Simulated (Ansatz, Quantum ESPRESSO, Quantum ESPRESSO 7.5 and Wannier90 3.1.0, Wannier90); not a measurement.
**Ballistic channels from Wannier functions: zigzag Si chain, bond 2.20 Å, width 1.6 Å**

Wanted: localised orbitals and the quantum conductance of this wire: zigzag Si chain, bond 2.20 Å, width 1.6 Å.

Main program and level: Quantum ESPRESSO 7.5 and Wannier90 3.1.0; plane-wave DFT, PBE, GBRV ultrasoft pseudopotentials (cross-check by Ansatz 0.2.0 with PAW datasets).

This is a report of a sequence of runs, with most program output left out.

### Step 1. The structure

The cell holds 2 atoms: 2 Si. Cell: a = 9.000 Å, b = 8.000 Å, c = 3.020 Å, α = 90.0°, β = 90.0°, γ = 90.0°. Vacuum lies along a and b. The structure's axis is c.

Structure file:

```cif
data_structure
_symmetry_space_group_name_H-M 'P 1'
_symmetry_Int_Tables_number 1
_cell_length_a 9.0000
_cell_length_b 8.0000
_cell_length_c 3.0199
_cell_angle_alpha 90.000
_cell_angle_beta 90.000
_cell_angle_gamma 90.000
_cell_volume 217.44
loop_
_atom_site_label
_atom_site_type_symbol
_atom_site_fract_x
_atom_site_fract_y
_atom_site_fract_z
_atom_site_occupancy
Si1 Si 0.91111 0.00000 0.00000 1
Si2 Si 0.08889 0.00000 0.50000 1
```

### Step 2. SCF with pw.x

scf.in

```
&control
  prefix = 'scf'
  outdir = './out'
  pseudo_dir = './pseudo'
  calculation = 'scf'
  tprnfor = .true.
/
&system
  ibrav = 0
  nat = 2
  ntyp = 1
  ecutwfc = 34
  ecutrho = 170
  occupations = 'smearing'
  smearing = 'mv'
  degauss = 0.005
/
&electrons
  conv_thr = 1e-07
  mixing_beta = 0.4
  electron_maxstep = 120
  mixing_mode = 'local-TF'
/
ATOMIC_SPECIES
  Si  28.0850  si_pbe_v1.uspp.F.UPF
CELL_PARAMETERS angstrom
  9.00000000000000 0.00000000000000 0.00000000000000
  0.00000000000000 8.00000000000000 0.00000000000000
  0.00000000000000 0.00000000000000 3.01993377410830
ATOMIC_POSITIONS crystal
  Si  -0.088888888900 0.000000000000 0.000000000000
  Si  0.088888888900 0.000000000000 0.500000000000
K_POINTS automatic
  1 1 24 0 0 0
```

Command:

```sh
OMP_NUM_THREADS=1 mpirun -n 2 pw.x -nk 2 -in scf.in > scf.out
```

Wall time 9.4 s (2 MPI ranks of Arm Neoverse V1, shared host); peak memory 0.27 GiB; 19 s of CPU time.

Numbers from this step:

```
free energy  : -257.6026 eV
Fermi energy : -2.965 eV
```

The program's own clock; routines nest. Time by routine:

| routine | wall time (s) | calls |
| --- | --- | --- |
| PWSCF | 8.86 | 1 |
| electrons | 8.15 | 1 |
| c_bands | 3.41 | 11 |
| cegterg | 3.03 | 77 |
| h_psi | 2.61 | 330 |
| fftw | 2.44 | 3968 |
| vloc_psi | 2.29 | 330 |
| sum_band | 1.67 | 11 |
| mix_rho | 1.58 | 11 |
| newd | 1.12 | 12 |
| ffts | 0.9 | 833 |
| v_of_rho | 0.47 | 12 |
| init_run | 0.43 | 1 |
| fft | 0.27 | 165 |

The run needed 11 iterations to bring the estimated error under 1e-07 Ry; the largest force on any atom, held or free, is 2.24 eV/Å.

### Step 3. Full uniform mesh without symmetry

Wannier90 needs the states on a whole uniform mesh, listed point by point, without symmetry.

nscf.in

```
&control
  prefix = 'nscf'
  outdir = './out'
  pseudo_dir = './pseudo'
  calculation = 'nscf'
/
&system
  ibrav = 0
  nat = 2
  ntyp = 1
  ecutwfc = 34
  ecutrho = 170
  occupations = 'smearing'
  smearing = 'mv'
  degauss = 0.005
  nosym = .true.
  noinv = .true.
  nbnd = 18
/
&electrons
  conv_thr = 1e-09
  mixing_beta = 0.4
  electron_maxstep = 120
  mixing_mode = 'local-TF'
  diago_full_acc = .true.
/
ATOMIC_SPECIES
  Si  28.0850  si_pbe_v1.uspp.F.UPF
CELL_PARAMETERS angstrom
  9.00000000000000 0.00000000000000 0.00000000000000
  0.00000000000000 8.00000000000000 0.00000000000000
  0.00000000000000 0.00000000000000 3.01993377410830
ATOMIC_POSITIONS crystal
  Si  -0.088888888900 0.000000000000 0.000000000000
  Si  0.088888888900 0.000000000000 0.500000000000
K_POINTS crystal
12
  0.0000000000 0.0000000000 0.0000000000 0.0833333333
  0.0000000000 0.0000000000 0.0833333333 0.0833333333
  0.0000000000 0.0000000000 0.1666666667 0.0833333333
  0.0000000000 0.0000000000 0.2500000000 0.0833333333
  0.0000000000 0.0000000000 0.3333333333 0.0833333333
  0.0000000000 0.0000000000 0.4166666667 0.0833333333
  0.0000000000 0.0000000000 0.5000000000 0.0833333333
  0.0000000000 0.0000000000 0.5833333333 0.0833333333
  0.0000000000 0.0000000000 0.6666666667 0.0833333333
  0.0000000000 0.0000000000 0.7500000000 0.0833333333
  0.0000000000 0.0000000000 0.8333333333 0.0833333333
  0.0000000000 0.0000000000 0.9166666667 0.0833333333
```

Command:

```sh
cp -r out/scf.save out/nscf.save
cp out/scf.xml out/nscf.xml
OMP_NUM_THREADS=1 mpirun -n 2 pw.x -nk 1 -in nscf.in > nscf.out
```

Elapsed: 9.5 s, on 2 MPI ranks; peak memory 0.12 GiB; 19 s of CPU time.

Numbers from this step:

```
Fermi energy : -2.970 eV
```

The program's own clock; routines nest. Time by routine:

| routine | wall time (s) | calls |
| --- | --- | --- |
| PWSCF | 8.96 | 1 |
| electrons | 8.65 | 1 |
| c_bands | 8.65 | 1 |
| cegterg | 8.39 | 35 |
| h_psi | 6.36 | 654 |
| vloc_psi | 5.73 | 654 |
| fftw | 5.25 | 14196 |
| h_psi:calbec | 0.31 | 654 |
| calbec | 0.31 | 654 |
| add_vuspsi | 0.29 | 654 |
| s_psi | 0.28 | 654 |
| cdiaghg | 0.24 | 619 |
| init_run | 0.21 | 1 |
| newd | 0.09 | 1 |

### Step 4. Neighbour list from wannier90 -pp

The .win file sets projections and windows: states in the frozen window are kept exactly, the outer window gives room to disentangle.

wan.win

```
num_wann = 8
num_bands = 18
num_iter = 200
num_print_cycles = 20
conv_tol = 1e-8
conv_window = 5
guiding_centres = true
dis_num_iter = 1500
dis_conv_tol = 1e-8
dis_win_min = -13.9648
dis_win_max = 6.0352
dis_froz_max = -1.4648
search_shells = 120
fermi_energy = -2.9648

transport = true
transport_mode = bulk
one_dim_axis = z
dist_cutoff = 18.02
dist_cutoff_mode = one_dim
tran_win_min = -4.0
tran_win_max = 2.0
tran_energy_step = 0.02

bands_plot = true
bands_num_points = 96
begin kpoint_path
G 0.0 0.0 0.0 Z 0.0 0.0 0.5
end kpoint_path

begin projections
Si:s;p
end projections

begin unit_cell_cart
ang
  9.0000000000 0.0000000000 0.0000000000
  0.0000000000 8.0000000000 0.0000000000
  0.0000000000 0.0000000000 3.0199337741
end unit_cell_cart

begin atoms_frac
  Si -0.0888888889 0.0000000000 0.0000000000
  Si 0.0888888889 0.0000000000 0.5000000000
end atoms_frac

mp_grid = 1 1 12
begin kpoints
  0.0 0.0 0.0000000000
  0.0 0.0 0.0833333333
  0.0 0.0 0.1666666667
  0.0 0.0 0.2500000000
  0.0 0.0 0.3333333333
  0.0 0.0 0.4166666667
  0.0 0.0 0.5000000000
  0.0 0.0 0.5833333333
  0.0 0.0 0.6666666667
  0.0 0.0 0.7500000000
  0.0 0.0 0.8333333333
  0.0 0.0 0.9166666667
end kpoints
```

Command:

```sh
OMP_NUM_THREADS=1 wannier90.x -pp wan > wan.pp.log
```

The job ended after 0.46 s (1 MPI rank; peak memory 0.09 GiB).

### Step 5. Overlaps and projections

pw2wannier90.x computes the overlaps between neighbouring k-points and the projections.

wan.p2w.in

```
&inputpp
  prefix = 'nscf'
  outdir = './out'
  seedname = 'wan'
  write_mmn = .true.
  write_amn = .true.
  write_unk = .false.
/
```

Command:

```sh
OMP_NUM_THREADS=1 mpirun -n 2 pw2wannier90.x -in wan.p2w.in > wan.p2w.out
```

It took 4.3 s on 2 MPI ranks; peak memory 0.11 GiB.

### Step 6. Localisation, bands and conductance

After disentangling and localising, transport_mode = bulk builds principal layers from hoppings within dist_cutoff and counts open channels.

wan.win is that of step 4.

Command:

```sh
OMP_NUM_THREADS=1 wannier90.x wan > wan.run.log
```

The job ended after 3.3 s (1 MPI rank; peak memory 0.09 GiB).

Read from the output:

```
lead channels at the Fermi level, one spin                                        : 4.000
total spread                                                                      : 15.66 Å²
gauge-invariant spread                                                            : 12.68 Å²
largest misfit to plane-wave levels between mesh points, inside the frozen window : 0.01532 eV
```

Per spin. The quantum conductance of the perfect wire, open channels by energy, zero at the Fermi level:

energy (eV), quantum conductance of the perfect wire, open channels and a bar:
```
  -4.0000       2.00 ###############
  -3.7600       2.00 ###############
  -3.5000       0.00 
  -3.2600       0.00 
  -3.0000       0.00 
  -2.7600       2.00 ###############
  -2.5000       2.00 ###############
  -2.2600       2.00 ###############
  -2.0000       3.00 ######################
  -1.7600       3.00 ######################
  -1.5000       3.00 ######################
  -1.2600       3.00 ######################
  -1.0200       3.00 ######################
  -0.7600       3.00 ######################
  -0.5000       3.00 ######################
  -0.2600       4.00 ##############################
   0.0000       4.00 ##############################
   0.2400       4.00 ##############################
   0.5000       2.00 ###############
   0.7400       2.00 ###############
   1.0000       2.00 ###############
   1.2400       2.00 ###############
   1.5000       2.00 ###############
   1.7400       2.00 ###############
   2.0000       2.00 ###############
```

Wannier functions:

| no. | x (Å) | y (Å) | z (Å) | spread (Å²) |
| --- | --- | --- | --- | --- |
| 1 | -0.6611 | -4.22e-4 | 0.725 | 1.82 |
| 2 | -0.6725 | -3.87e-4 | -0.7279 | 1.827 |
| 3 | -1.795 | -9.40e-5 | 0.00303 | 2.167 |
| 4 | -0.7127 | 0.001205 | 0 | 2.017 |
| 5 | 0.662 | -1.20e-5 | 2.235 | 1.819 |
| 6 | 0.6721 | -1.00e-5 | 0.7822 | 1.83 |
| 7 | 1.795 | -1.00e-6 | 1.512 | 2.168 |
| 8 | 0.7127 | 2.10e-5 | 1.51 | 2.017 |

Electronic bands along the path, in eV, zero at the Fermi level; # counts the bands kept:

| point | #1 | #2 | #3 | #4 | #5 | #6 | #7 | #8 |
| --- | --- | --- | --- | --- | --- | --- | --- | --- |
| Γ | -10.55 | -4.57 | -2.09 | -0.27 | 2.50 | 2.98 | 6.00 | 8.78 |
| halfway | -9.59 | -3.72 | -2.05 | -1.17 | 0.34 | 3.44 | 4.67 | 7.03 |
| Z | -6.75 | -6.75 | -1.02 | -1.02 | 1.44 | 1.44 | 4.31 | 4.31 |

Bands and channels are those of the Wannier model: bands that were not projected, and all outside the frozen window, are missing or only approximate.

### Step 7. Neighbour list from wannier90 -pp, with dis_froz_max − E_F = -2.0

How much does a setting matter? One run is repeated with a change.

wan_w.win is the input of step 6 with these lines changed:

```diff
@@ -11,3 +11,3 @@
 dis_win_max = 6.0352
-dis_froz_max = -1.4648
+dis_froz_max = -4.9648
 search_shells = 120
```

Command:

```sh
OMP_NUM_THREADS=1 wannier90.x -pp wan_w > wan_w.pp.log
```

Wall time 0.46 s (1 MPI rank); peak memory 0.09 GiB.

### Step 8. Overlaps and projections

The same post-processing, on the changed run.

wan_w.p2w.in

```
&inputpp
  prefix = 'nscf'
  outdir = './out'
  seedname = 'wan_w'
  write_mmn = .true.
  write_amn = .true.
  write_unk = .false.
/
```

Command:

```sh
OMP_NUM_THREADS=1 mpirun -n 2 pw2wannier90.x -in wan_w.p2w.in > wan_w.p2w.out
```

It took 4.3 s on 2 MPI ranks; peak memory 0.11 GiB; 8.5 s of CPU time.

### Step 9. Wannier functions and transport, with dis_froz_max − E_F = -2.0

wan_w.win is the input of step 6 with these lines changed:

```diff
@@ -11,3 +11,3 @@
 dis_win_max = 6.0352
-dis_froz_max = -1.4648
+dis_froz_max = -4.9648
 search_shells = 120
```

Command:

```sh
OMP_NUM_THREADS=1 wannier90.x wan_w > wan_w.run.log
```

Run time: 3.4 s. Hardware: 1 MPI rank; peak memory 0.09 GiB.

The changed values were drawn from a wide range, not chosen for quality; the comparison shows what they did here together.

The total spread is 15.2 against 15.7 Å². Between −2 and 1.5 eV the channel count differs from the first run's at 5 % of the energies, and at the Fermi level it is 4 against 4. The frozen window now ends below the Fermi level, so the states there are no longer held.

### Step 10. Neighbour list from wannier90 -pp, with dis_win_max − E_F = -1.0

One more run, with a changed input.

wan_bad.win is the input of step 6 with these lines changed:

```diff
@@ -10,3 +10,3 @@
 dis_win_min = -13.9648
-dis_win_max = 6.0352
+dis_win_max = -3.9648
 dis_froz_max = -1.4648
```

Command:

```sh
OMP_NUM_THREADS=1 wannier90.x -pp wan_bad > wan_bad.pp.log
```

It took 0.46 s on 1 MPI rank; peak memory 0.09 GiB.

### Step 11. Overlaps and projections

wan_bad.p2w.in

```
&inputpp
  prefix = 'nscf'
  outdir = './out'
  seedname = 'wan_bad'
  write_mmn = .true.
  write_amn = .true.
  write_unk = .false.
/
```

Command:

```sh
OMP_NUM_THREADS=1 mpirun -n 2 pw2wannier90.x -in wan_bad.p2w.in > wan_bad.p2w.out
```

Wall time 4.3 s (2 MPI ranks); peak memory 0.11 GiB; 8.6 s of CPU time.

### Step 12. Localisation, bands and conductance, with dis_win_max − E_F = -1.0

Another try, with an input changed as a hurried user might.

wan_bad.win is the input of step 6 with these lines changed:

```diff
@@ -10,3 +10,3 @@
 dis_win_min = -13.9648
-dis_win_max = 6.0352
+dis_win_max = -3.9648
 dis_froz_max = -1.4648
```

Command:

```sh
OMP_NUM_THREADS=1 wannier90.x wan_bad > wan_bad.run.log
```

It took 0.48 s on 1 MPI rank; peak memory 0.09 GiB.

The input was rejected at the start.

The fault put into the input: an outer window with too few states (dis_win_max − E_F = -1.0).

The outer window must hold at least num_wann states at every k: widen it, with enough bands computed to fill it.

### Step 13. Cross-check with Ansatz

A second code with its own PAW datasets, on the same atoms.

Level of this step: plane-wave DFT, PBE, Ansatz PAW (Ansatz 0.2.0).

System of this step: zigzag Si chain, bond 2.20 Å, width 1.6 Å, 2 periods. The cell holds 4 atoms: 4 Si. Its edges and angles: a = 9.000 Å, b = 8.000 Å, c = 6.040 Å, α = 90.0°, β = 90.0°, γ = 90.0°. Vacuum lies along a and b. The structure's axis is c.

input.yaml

```yaml
crystal:
  lattice:
    - [9.0, 0.0, 0.0]
    - [0.0, 8.0, 0.0]
    - [0.0, 0.0, 6.0398675482]
  atoms:
    - { symbol: Si, position: [-0.0888888889, 0.0, 0.0] }
    - { symbol: Si, position: [0.0888888889, 0.0, 0.25] }
    - { symbol: Si, position: [-0.0888888889, 0.0, 0.5] }
    - { symbol: Si, position: [0.0888888889, 0.0, 0.75] }
kpoints:
  mp_grid: { grid: [1, 1, 12] }
hamiltonian:
  xc: pbe
scf:
  occupations: { method: fermi_dirac, width: 0.05 }
  convergence: { dr2_threshold: 1.0e-08 }
output:
  transmission:
    leads: [[0, 0]]
    e_range: [-4.0, 2.0]
    de: 0.05
    kmesh: [1, 1]
    reduced_basis: true
```

Command:

```sh
ansatz run input.yaml --threads 2 --pin off --max-ram 4096MiB --backend cpu --events-out ev --progress --plain --runs-dir out
```

Run time: 59 s. Hardware: 2 threads; peak memory 0.58 GiB.

This step gave:

- free energy: -2536.1971 eV
- energy at zero smearing: -2536.1785 eV
- smearing term TS: 0.03716 eV
- Fermi energy: -2.938 eV
- symmetry operations: 16
- lead channels at the Fermi level, one spin: 4

Per spin. Open channels against energy, zero at the Fermi level:

energy (eV), open channels and a bar:
```
   -4.000       2.00 ###############
   -3.800       2.00 ###############
   -3.600       2.00 ###############
   -3.400       0.00 
   -3.200       0.00 
   -3.000       0.00 
   -2.800       2.00 ###############
   -2.600       2.00 ###############
   -2.400       2.00 ###############
   -2.200       2.00 ###############
   -2.000       3.00 ######################
   -1.800       3.00 ######################
   -1.600       3.00 ######################
   -1.400       3.00 ######################
   -1.200       3.00 ######################
   -1.000       3.00 ######################
   -0.800       3.00 ######################
   -0.600       3.00 ######################
   -0.400       3.00 ######################
   -0.200       4.00 ##############################
    0.000       4.00 ##############################
    0.200       4.00 ##############################
    0.400       4.00 ##############################
    0.600       2.00 ###############
    0.800       2.00 ###############
    1.000       2.00 ###############
    1.200       2.00 ###############
    1.400       2.00 ###############
    1.600       2.00 ###############
    1.800       2.00 ###############
    2.000       2.00 ###############
```

### Step 14. By hand

4 channels × 77.48 µS = 310 µS, a two-terminal resistance of 12.906/4 = 3.23 kΩ whatever the wire's length, as long as nothing scatters.

### Step 15. Results

| Item | Value |
| --- | --- |
| open channels at the Fermi level, per spin | 4 |
| total spread | 15.7 Å² |
| gauge-invariant spread | 12.7 Å² |
| largest band misfit in the frozen window | 0.0153 eV |
| channels at the Fermi level by Ansatz | 4 |

In words: The wire offers 4 channels per spin at the Fermi level. Between -4 and 1.5 eV the channel count from Wannier functions equals that from Ansatz's layer matching at 98 % of the energies; outside the frozen window the Wannier bands are not held to the plane-wave ones. Each plane-wave level in the frozen window has a Wannier level within 0.02 eV; this test doesn't see extra bands that a model may add. The wire is perfect, so the conductance only counts bands: each channel, with its partner of the other spin, carries G₀ = 2e²/h. It was run without spin polarisation, which was not tested. It is as built, with forces up to 2.2 eV/Å; relaxing the bonds would move the band edges.

[Logs are printed without paths, hosts, clocks, repeated set-up lines and the standing remarks that a program may print on its own settings, such as how far it seeks lower states.]

[Hosts, paths, dates, database ids (printed as entryN), source tags and the programs' standing remarks are cut or masked in the printed files.]

[Maps of the electrostatic potential energy from Ansatz leave out the sawtooth potential of an applied field or a dipole correction, so their vacuum need not be flat; planar profiles and work functions include it.]
